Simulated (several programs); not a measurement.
Zincblende BAs, relaxed with r2SCAN in Ansatz, was computed with several methods. The symmetry is F-43m (No. 216, cubic); a = 4.784 Å in the conventional setting, 13.68 Å³ an atom. B has 4 As at 2.07 Å; As has 4 B at 2.07 Å. Spin-unpolarised throughout.

```cif
data_structure
_symmetry_space_group_name_H-M 'F-43m'
_symmetry_Int_Tables_number 216
_cell_length_a 4.7837
_cell_length_b 4.7837
_cell_length_c 4.7837
_cell_angle_alpha 90.000
_cell_angle_beta 90.000
_cell_angle_gamma 90.000
_cell_volume 109.47
loop_
_atom_site_label
_atom_site_type_symbol
_atom_site_symmetry_multiplicity
_atom_site_Wyckoff_symbol
_atom_site_fract_x
_atom_site_fract_y
_atom_site_fract_z
_atom_site_occupancy
B1 B 4 a 0.00000 0.00000 0.00000 1
As1 As 4 d 0.25000 0.25000 0.75000 1
```

Gaps and times are for a single point on this cell; volume and bulk modulus come from each method's own relaxation or energy curve at fixed shape. Times are rough, from shared hosts (Arm Neoverse N1; Arm Neoverse V1; Intel Xeon 6975P-C), and each method has its own mesh and cell size. PM6 (MOPAC), PM7 (MOPAC), GFN1-xTB (tblite), GFN2-xTB (tblite) treat a cluster of cells at its zone centre, which samples few k points: where these miss a band edge, the gap comes out too large for that reason alone. Gaps from k meshes are read at a limited set of points (mesh, symmetry points, PBE's band edges), so each method's own least gap may be somewhat smaller. xTB and the PM methods were fitted mostly to molecules, and can miss a solid's gap by electronvolts. Minimal bases can be far off for gaps. Times of the plane-wave ladder aren't listed, since it ran on unlike processors and cards. GLLB-SC's gap includes the derivative discontinuity. G0W0 is at finite bands, cutoff and mesh. d marks a direct gap, i an indirect one (no mark: not told apart), a dash a value that wasn't computed or didn't pass its checks.

```
                               method              kind  gap (eV)  own volume (Å³/atom)  bulk modulus (GPa)  atoms computed  processor time
                               PBEsol         semilocal         –                 13.55                   –               2               –
 light PBE (260 eV and a coarse mesh)  light plane-wave    1.19 i                     –                   –               2          0.44 s
                                  PBE         semilocal    1.19 i                 13.90                 131               2               –
               PBE/single zeta (GPAW)       small basis    2.40 i                     –                   –               2           2.3 s
                                  LDA         semilocal    1.13 i                 13.25                   –               2               –
                               r2SCAN         semilocal    1.37 i                 13.68                 141               2               –
                    GFN1-xTB (tblite)     tight binding      1.34                 13.26                 156         cluster           2.5 s
                       GLLB-SC (GPAW)   model potential      1.73                     –                   –               2             3 s
                    GFN2-xTB (tblite)     tight binding      1.03                 14.71                 109         cluster           5.1 s
                       PBE/SZV (CP2K)       small basis    3.59 i                 14.57                 124               2           5.9 s
                          PM7 (MOPAC)    semi-empirical      6.83                     –                   –         cluster           7.8 s
                          PM6 (MOPAC)    semi-empirical      3.34                     –                   –         cluster           8.9 s
                              PBE+SOC         semilocal    1.12 i                     –                   –               2               –
                      PBE/DZVP (CP2K)       small basis    1.23 i                 14.02                 128               2            11 s
   G0W0@LDA (140 eV screening cutoff)         many-body      1.74                     –                   –               2               –
                                HSE06            hybrid    1.83 i                 13.58                   –               2               –
   G0W0@PBE (260 eV screening cutoff)         many-body      1.87                     –                   –               2               –
 G0W0@HSE06 (180 eV screening cutoff)         many-body      2.10                     –                   –               2               –
  G0W0@PBE0 (180 eV screening cutoff)         many-body      2.24                     –                   –               2               –
                             DDH-PBE0            hybrid    1.72 i                     –                   –               2               –
                              r2SCANh            hybrid    1.86 i                     –                   –               2               –
                              r2SCAN0            hybrid    2.60 i                     –                   –               2               –
G0W0@r2SCAN (180 eV screening cutoff)         many-body      1.96                     –                   –               2               –
                                 PBE0            hybrid    2.51 i                     –                   –               2               –
                            HSE06+SOC            hybrid    1.76 i                     –                   –               2               –
```

Question: How far from the measured values lie the methods that can be set against them?

Answer:
- Band gap, measured 1.82 eV: light PBE (260 eV and a coarse mesh) -0.63 eV, PBE -0.63 eV, PBE/single zeta (GPAW) +0.58 eV, LDA -0.69 eV, r2SCAN -0.45 eV, GFN1-xTB (tblite) -0.48 eV, GLLB-SC (GPAW) -0.09 eV, GFN2-xTB (tblite) -0.79 eV, PBE/SZV (CP2K) +1.77 eV, PM7 (MOPAC) +5.01 eV, PM6 (MOPAC) +1.52 eV, PBE+SOC -0.70 eV, PBE/DZVP (CP2K) -0.59 eV, G0W0@LDA (140 eV screening cutoff) -0.08 eV, HSE06 +0.01 eV, G0W0@PBE (260 eV screening cutoff) +0.05 eV, G0W0@HSE06 (180 eV screening cutoff) +0.28 eV, G0W0@PBE0 (180 eV screening cutoff) +0.42 eV, DDH-PBE0 -0.10 eV, r2SCANh +0.04 eV, r2SCAN0 +0.78 eV, G0W0@r2SCAN (180 eV screening cutoff) +0.14 eV, PBE0 +0.69 eV, HSE06+SOC -0.06 eV.
- Bulk modulus, measured 148 GPa: PBE -11.2 %, r2SCAN -4.8 %, GFN1-xTB (tblite) +5.2 %, GFN2-xTB (tblite) -26.6 %, PBE/SZV (CP2K) -16.2 %, PBE/DZVP (CP2K) -13.5 %.
- Volume, measured 13.62 Å³ an atom: PBEsol -0.6 %, PBE +2.1 %, LDA -2.7 %, r2SCAN +0.4 %, GFN1-xTB (tblite) -2.7 %, GFN2-xTB (tblite) +8.0 %, PBE/SZV (CP2K) +7.0 %, PBE/DZVP (CP2K) +3.0 %, HSE06 -0.3 %.
The calculations are for a static lattice; samples hold vibrations, temperature and, in optical gaps, excitons. A measured value is shown where most reports agree with it, and only for the quantities listed. Sources: 1.82 eV (indirect optical gap from absorption edge; 300 K; “Basic Physical Properties of Cubic Boron Arsenide”; room-temperature optical absorption edge, not a zero-temperature fundamental gap; 2019; arxiv:1911.11281); 148 GPa (literature experimental value; “Basic Physical Properties of Cubic Boron Arsenide”; literature value quoted in a summary table; 2019; arxiv:1911.11281); 13.62 Å³ an atom (from the lattice constants; cubic a at 300 K; 300 K; “Thermal expansion coefficients of high thermal conducting BAs and BP materials”; 2019; arxiv:1906.04101).

Only the rows marked +SOC include spin-orbit coupling.
